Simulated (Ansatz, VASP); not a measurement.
# AlN in VASP and in Ansatz

Contents of POSCAR:

```
AlN
1.0
    3.1641675968      0.0000000000      0.0000000000
   -1.5820837984      2.7402495207      0.0000000000
    0.0000000000      0.0000000000      4.9255530007
Al N
2 2
Direct
    0.3333333333      0.6666666667     -0.0057809955
    0.6666666667      0.3333333333      0.4942190045
    0.3333333333      0.6666666667      0.3807809955
    0.6666666667      0.3333333333      0.8807809955
```

INCAR.step1

```
ALGO = Normal
EDIFF = 1E-5
ENCUT = 520
GGA = PE
ISIF = 2
ISMEAR = 0
LASPH = True
LCHARG = False
LREAL = False
LWAVE = True
NBANDS = 16
NELM = 100
PREC = Accurate
SIGMA = 0.01
```

INCAR.step2

```
ALGO = Normal
EDIFF = 1E-6
ENCUT = 520
GGA = PE
HFSCREEN = 0.2079
ISIF = 2
ISMEAR = 0
ISTART = 1
LASPH = True
LCHARG = False
LHFCALC = True
LREAL = False
LWAVE = False
NBANDS = 16
NELM = 100
PREC = Accurate
PRECFOCK = Normal
SIGMA = 0.01
```

Contents of KPOINTS:

```
k-points
0
Gamma
  6 6 4
```

Input for Ansatz:

```yaml
crystal:
  lattice:
    - [3.1641675968, 0.0, 0.0]
    - [-1.5820837984, 2.7402495207, 0.0]
    - [0.0, 0.0, 4.9255530007]
  atoms:
    - { symbol: Al, position: [0.3333333333, 0.6666666667, -0.0057809955] }
    - { symbol: Al, position: [0.6666666667, 0.3333333333, 0.4942190045] }
    - { symbol: "N", position: [0.3333333333, 0.6666666667, 0.3807809955] }
    - { symbol: "N", position: [0.6666666667, 0.3333333333, 0.8807809955] }
kpoints:
  mp_grid: { grid: [6, 6, 4] }
  band_path:
    path:
      - [0.0, 0.0, 0.0]
      - [0.5, 0.0, 0.0]
      - [0.3333333333, 0.3333333333, 0.0]
      - [0.0, 0.0, 0.5]
      - [0.5, 0.0, 0.5]
      - [0.3333333333, 0.3333333333, 0.5]
    npoints: 1
hamiltonian:
  xc: hse06
scf:
  occupations: { method: fixed }
  n_extra_bands: 5
output:
  forces: true
  stress: true
  eigenvalues: true
```

Change from the starting cell: epitaxial_xy strain +1.9%.

Alike in both runs: task single point; functional HSE06; k mesh 6 × 6 × 4; no spin polarisation.

```csv
,VASP,Ansatz
version,VASP 6.6.1,Ansatz 0.2.0
potentials or method,"VASP PAW PBE potentials, release 64 (Al, N)","plane waves, PAW"
plane-wave cutoff (eV),520,420
occupations,"gaussian, width 0.01 eV",fixed
valence electrons in the cell,16,16
```

```csv
,VASP,Ansatz,Ansatz less VASP
gap on the k mesh at the Fermi level (eV),5.19,5.20,+0.008
pressure (GPa),-6.4,-6.2,+0.17
largest component of the traceless stress (GPa),5.50,5.34,-0.157
rms of the force components (eV/Å),0.007,0.009,+0.0019
```

Atom by atom the forces differ by 0.002 eV/Å (rms over components). Ansatz warned: «stress_exchange_threshold_loose».

Caveats: the PAW data sets were made with another functional, which shifts forces and pressure a little (VASP).
